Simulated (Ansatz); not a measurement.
**SnSe: atomic charges with exchange-only PBE**

Crystal: SnSe.

```xyz
2
Lattice="0.0184 3.0265 2.9652 3.0375 0.0240 2.9597 3.0643 3.0478 -0.0029" Properties=species:S:1:pos:R:3 pbc="T T T"
Sn    0.0000    0.0000    0.0000
Se    3.0601    3.0491    2.9610
```

The cell isn't the ideal one: cell strained at random at fixed volume.

```json
{
 "Program": "Ansatz 0.2.0",
 "Task": "atomic charges",
 "Functional": "exchange-only PBE",
 "Potentials or basis": "Ansatz PAW",
 "Cutoff": "420 eV (not typed: the program's choice for these potentials)",
 "k mesh": "6 × 6 × 6",
 "Occupations": "fixed",
 "Spin": "non-collinear spin, ferromagnetic start",
 "Starting moments": "[[0.0, 0.0, 0.5], [0.0, 0.0, 0.0]] μB"
}
```

- Pressure: 10.2 GPa
- Band gap on the k mesh: 0.32 eV, indirect (least direct gap 0.40 eV)
- Net moment: 0.00 μB per cell
- Absolute moment: 0.00 μB per cell
- Bader charges: Sn +0.86; Se -0.86 e

Stress tensor (GPa, compression positive):
```
 8.74 -0.24  0.05
-0.24  9.44 -0.01
 0.05 -0.01 12.45
```

Levels at points of the mesh, in eV from the valence-band top:
```
              k point  band 26  band 27  band 28  band 29  band 30  band 31  band 32  band 33  band 34  band 35
   (0.00, 0.00, 0.00)    -2.52    -2.36    -2.36    -2.24    -2.24     3.83     3.83     3.96     3.96     4.46
  (0.00, 0.00, -0.50)    -2.09    -2.08    -2.08     0.00     0.00     0.40     0.40     1.09     1.09     1.17
  (0.00, -0.50, 0.00)    -2.17    -2.10    -2.10    -0.10    -0.10     0.32     0.32     0.96     0.96     1.14
 (0.00, -0.50, -0.50)    -5.53    -3.87    -3.87    -3.65    -3.65     3.22     3.22     4.91     4.91     5.43
  (-0.50, 0.00, 0.00)    -2.16    -2.09    -2.09    -0.08    -0.08     0.34     0.34     0.98     0.98     1.16
 (-0.50, 0.00, -0.50)    -5.54    -3.91    -3.91    -3.63    -3.63     3.20     3.20     4.81     4.81     5.46
 (-0.50, -0.50, 0.00)    -5.58    -3.89    -3.89    -3.74    -3.74     3.13     3.13     4.96     4.96     5.10
(-0.50, -0.50, -0.50)    -2.10    -2.08    -2.08    -0.01    -0.01     0.39     0.39     1.08     1.08     1.16
```

Moments on the atoms (μB; x, y, z):
```
Sn  0.00 0.00 0.00
Se  0.00 0.00 0.00
```

It took 99 s on 1 thread of INTEL(R) XEON(R) PLATINUM 8581C CPU @ 2.10GHz (Emerald Rapids) (shared host), peak memory 0.82 GiB.

Caveat: spin-orbit coupling is left out, which moves the levels of the heavy elements; the PAW data sets come from PBE, with cores solved anew for the run's functional, which leaves a small shift of forces and pressure; the starting moments weren't kept. A k mesh can miss the band edges.
